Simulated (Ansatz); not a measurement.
The system is C.

```
C
1.0
     2.12732   -1.22828    0.00000
     2.12732    1.22828    0.00000
    -1.37907    0.00000    3.50283
C
2
Direct
  0.16664 0.16664 0.99991
  0.83336 0.83336 0.00009
```

This is a stacking variant of graphite.

Base run:

```yaml
Program: Ansatz 0.2.0
Functional: r2SCAN
Potentials_or_basis: Ansatz PAW
Cutoff: 500 eV
Density_cutoff: 2000 eV
k_mesh: 13 × 13 × 8
Occupations: fermi-dirac, width 0.05 eV
Spin: no spin polarisation
```

Its results: pressure -0.2 GPa.

Task: After a change of settings the same cell gave: pressure 6.4 GPa. Which change was it?
A. functional from r2SCAN to BLYP; cutoff from 500 eV to 420 eV; density cutoff from 2000 eV to 1680 eV
B. k mesh from 13 × 13 × 8 to 12 × 12 × 8; occupations from fermi-dirac, width 0.05 eV to fixed; potential files from those of the base run to others of the same set
C. functional from r2SCAN to LDA; cutoff from 500 eV to 420 eV; density cutoff from 2000 eV to 1680 eV

Result: A.

Caveats: the PAW data sets come from PBE, with cores solved anew for the run's functional, which leaves a small shift of forces and pressure; the potentials were made for another functional, which shifts forces and pressure (some runs); this functional lacks dispersion, which binds the layers, so the pressure and a relaxed spacing across them are unreliable (some runs).

Not every run made on this cell is shown here.
